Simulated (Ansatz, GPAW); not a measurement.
This is a calculation of C for GPAW 26.7.0 (ASE script). 

The input run.py:

```python
from ase.dft.bandgap import bandgap
from ase.io import read, write
from ase.units import GPa
from gpaw import GPAW, PW

atoms = read('POSCAR')

calc = GPAW(mode=PW(800),
            xc='PBE',
            kpts={'size': (13, 13, 13), 'gamma': True},
            occupations={'name': 'methfessel-paxton', 'order': 0, 'width': 0.022},
            nbands=11,
            convergence={'density': 1e-05, 'energy': 1e-05},
            maxiter=150,
            txt='gpaw.txt')
atoms.calc = calc
energy = atoms.get_potential_energy()
forces = atoms.get_forces()
stress = atoms.get_stress()
calc.write('gs.gpw')
write('result.traj', atoms)
print(f'Energy: {energy:.6f} eV')
print('Forces (eV/A):')
print(forces.round(4))
print('Stress (GPa):', (stress / GPa).round(3))
print('Fermi level:', round(calc.get_fermi_level(), 4), 'eV')
print(f'Gap: {bandgap(calc)[0]:.4f} eV, direct: {bandgap(calc, direct=True)[0]:.4f} eV')
```

File POSCAR:

```
C
1.0
    0.0000000000      1.7833700000      1.7833700000
    1.7833700000      0.0000000000      1.7833700000
    1.7833700000      1.7833700000      0.0000000000
C
2
Direct
    0.7500000000      0.7500000000      0.7500000000
    0.5000000000      0.5000000000      0.5000000000
```

Potentials or basis: GPAW PAW data sets (gpaw-data 1.2.1), pw.

Run with:

```sh
$ OMP_NUM_THREADS=1 python run.py
```

Translate it to Ansatz 0.2.0. Potentials or basis there: all-electron LAPW, scalar-relativistic.

As run (cutoffs and basis follow the program's own potentials, and thresholds, step limits or extra output files can differ):

The input input.yaml:

```yaml
crystal:
  lattice:
    - [0.0, 1.78337, 1.78337]
    - [1.78337, 0.0, 1.78337]
    - [1.78337, 1.78337, 0.0]
  atoms:
    - { symbol: C, position: [0.75, 0.75, 0.75] }
    - { symbol: C, position: [0.5, 0.5, 0.5] }
kpoints:
  mp_grid: { grid: [13, 13, 13] }
scf:
  occupations: { method: gaussian, width: 0.022 }
hamiltonian:
  xc: pbe
  pseudopotentials: { kind: all_electron, lapw: { basis_error: 0.001 } }
output:
  forces: true
  stress: true
  eigenvalues: true
```

Potentials or basis: all-electron LAPW, scalar-relativistic.

Command:

```bash
$ ansatz run input.yaml --threads 1 --pin off --max-ram 3072MiB --backend cpu --events-out ev --progress --plain --runs-dir out
```

Both were run:

|  | GPAW | Ansatz |
| --- | --- | --- |
| Pressure | 1.4 GPa | 1.8 GPa |

Where Ansatz's input types no cutoff or centring, it takes its own default and a Γ-centred mesh.

Pressure is positive in compression.
